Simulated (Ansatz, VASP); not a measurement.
Given: the input of a run of VASP 6.6.1 on SnO2 (Cassiterite). 

File INCAR:

```
SYSTEM = SnO2
  ALGO = Normal
  EDIFF = 1E-6
  EDIFFG = -0.005
  ENCUT = 600
  GGA = RE
  IBRION = 2
  ISIF = 3
  ISMEAR = -1
  IVDW = 12
  LASPH = .True.
  LCHARG = .False.
  LREAL = .False.
  LWAVE = .False.
  NELM = 60
  NSW = 60
  PREC = Accurate
  SIGMA = 0.05
```

The input KPOINTS:

```
k-points
0
Gamma
  6 6 8
  0 0 0
```

The input POSCAR:

```
SnO2
1.0
    4.7380000000      0.0000000000      0.0000000000
    0.0000000000      4.7380000000      0.0000000000
    0.0000000000      0.0000000000      3.1865000000
Sn O
2 4
Direct
    0.5000000000      0.5000000000      0.5000000000
    0.0000000000      0.0000000000      0.0000000000
    0.8071000000      0.1929000000      0.5000000000
    0.6929000000      0.6929000000      0.0000000000
    0.1929000000      0.8071000000      0.5000000000
    0.3071000000      0.3071000000      0.0000000000
```

Potentials or basis: VASP PAW PBE potentials, release 64 (Sn_d, O).

Launch:

```bash
$ cat potpaw_PBE.64/Sn_d/POTCAR potpaw_PBE.64/O/POTCAR > POTCAR
$ mpirun -np 1 vasp_std > vasp.out
```

Translate it to Ansatz 0.2.0. Potentials or basis there: Ansatz PAW, cutoff 420 eV.

As run (cutoffs and basis follow the program's own potentials, and thresholds, step limits or extra output files can differ):

File input.yaml:

```yaml
crystal:
  lattice:
    - [4.738, 0.0, 0.0]
    - [0.0, 4.738, 0.0]
    - [0.0, 0.0, 3.1865]
  atoms:
    - { symbol: Sn, position: [0.5, 0.5, 0.5] }
    - { symbol: Sn, position: [0.0, 0.0, 0.0] }
    - { symbol: O, position: [0.8071, 0.1929, 0.5] }
    - { symbol: O, position: [0.6929, 0.6929, 0.0] }
    - { symbol: O, position: [0.1929, 0.8071, 0.5] }
    - { symbol: O, position: [0.3071, 0.3071, 0.0] }
hamiltonian:
  xc: revpbe
  pseudopotentials: { kind: paw }
  dispersion: d3bj
kpoints:
  mp_grid: { grid: [6, 6, 8] }
scf:
  occupations: { method: fermi_dirac, width: 0.05 }
output:
  forces: true
  stress: true
relax:
  f_tol: 0.01
  max_steps: 40
  cell: { stress_tol: 0.05 }
```

Potentials or basis: Ansatz PAW.

Launch:

```sh
$ ansatz run input.yaml --threads 2 --pin off --max-ram 5632MiB --backend cpu --events-out ev --progress --plain --runs-dir out
```

Both were run:

|  | VASP | Ansatz |
| --- | --- | --- |
| Relaxed volume | 12.40 Å³/atom | 12.37 Å³/atom |
| Relaxed cell | a = 4.796 Å, b = 4.796 Å, c = 3.236 Å, α = 90.00°, β = 90.00°, γ = 90.00° | a = 4.793 Å, b = 4.793 Å, c = 3.232 Å, α = 90.00°, β = 90.00°, γ = 90.00° |
| Space group after relaxing | P4_2/mnm (No. 136) | P4_2/mnm (No. 136) |
| Pressure after relaxing | 0.0 GPa | 0.0 GPa |

Ansatz's pressure holds a Pulay term of +0.75 GPa for its cutoff of 420 eV, which the other run lacks.

VASP's potentials were made for PBE. Ansatz's potentials were made for PBE.

Where Ansatz's input types no cutoff or centring, it takes its own default and a Γ-centred mesh.

Pressure is positive in compression.
